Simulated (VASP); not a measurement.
Input of a VASP 6.6.1 run:

Contents of POSCAR:

```
ZrSe2                                   
1.0
    3.7385421554      0.0000000000      0.0000000000
   -1.8692710778      3.2376724797     -0.0000000000
    0.0000000000      0.0000000000      6.0321890971
  Zr              Se            
     1     2
Direct
     0.0000000000000000    1.0000000000000000    0.0000000000000000
     0.3333333332999970    0.6666666667000030    0.2650002707975563
     0.6666666667000030    0.3333333332999970    0.7349997292024436
```

The input INCAR.step1:

```
SYSTEM = ZrSe2
ALGO = Normal
EDIFF = 1E-5
ENCUT = 520
GGA = PE
ISIF = 2
ISMEAR = 0
KPAR = 4
LASPH = .TRUE.
LCHARG = .FALSE.
LMAXMIX = 4
LREAL = .FALSE.
LWAVE = .TRUE.
NELM = 80
PREC = Accurate
SIGMA = 0.03
```

INCAR.step2

```
SYSTEM = ZrSe2
AEXX = 0.25
ALGO = Normal
EDIFF = 1E-6
ENCUT = 520
GGA = PE
HFRCUT = -1
ISIF = 2
ISMEAR = 0
ISTART = 1
KPAR = 4
LASPH = .TRUE.
LCHARG = .FALSE.
LHFCALC = .TRUE.
LMAXMIX = 4
LREAL = .FALSE.
LWAVE = .FALSE.
NELM = 80
PREC = Accurate
PRECFOCK = Fast
SIGMA = 0.03
```

File KPOINTS:

```
k-points
0
G
  6 6 3
  0 0 0
```

Contents of KPOINTS_OPT:

```
explicit points
6
Reciprocal
 0.0000000000  0.0000000000  0.0000000000 1
 0.0000000000  0.0000000000  0.5000000000 1
 0.3333333333  0.3333333333  0.5000000000 1
 0.3333333333  0.3333333333  0.0000000000 1
 0.5000000000  0.0000000000  0.5000000000 1
 0.5000000000  0.0000000000  0.0000000000 1
```

Potentials or basis: VASP PAW PBE potentials, release 64 (Zr_sv, Se).

Command:

```console
$ cat potpaw_PBE.64/Zr_sv/POTCAR potpaw_PBE.64/Se/POTCAR > POTCAR
$ cp INCAR.step1 INCAR
$ mpirun -np 4 vasp_std > vasp.out
$ cp INCAR.step2 INCAR
$ mpirun -np 4 vasp_std > vasp.out
```

Q: Predict the band gap along the path.

A: 1.26 eV, indirect (least direct gap 2.32 eV).

Q: Predict the band gap on the k mesh.

A: 1.39 eV, indirect (least direct gap 2.32 eV).

Q: Predict the pressure.

A: 1.4 GPa.

Stress tensor (GPa, compression positive):
```
1.75 0.00 0.00
0.00 1.75 0.00
0.00 0.00 0.74
```

Caveat: the PAW data sets were made with another functional, which shifts forces and pressure a little; the mesh misses the band edges, which the band path finds closer together.

**The experiment to reproduce.**

“Stress-Tuned Optical Transitions in Layered 1T-MX2 (M= Hf, Zr, Sn; X= S, Se) Crystals”, 2022, arxiv:2210.12074 quotes, for a bulk crystal of ZrSe2: band gap 1.2 eV (indirect).

A measured gap of ZrSe2 is 1.2 eV (indirect; quoted in “Stress-Tuned Optical Transitions in Layered 1T-MX2 (M= Hf, Zr, Sn; X= S, Se) Crystals”, 2022, arxiv:2210.12074); the calculated 1.26 eV misses it by +0.06 eV. Spin-orbit coupling on Se, Zr is left out. The value is that of PBE0, without temperature or zero-point motion.
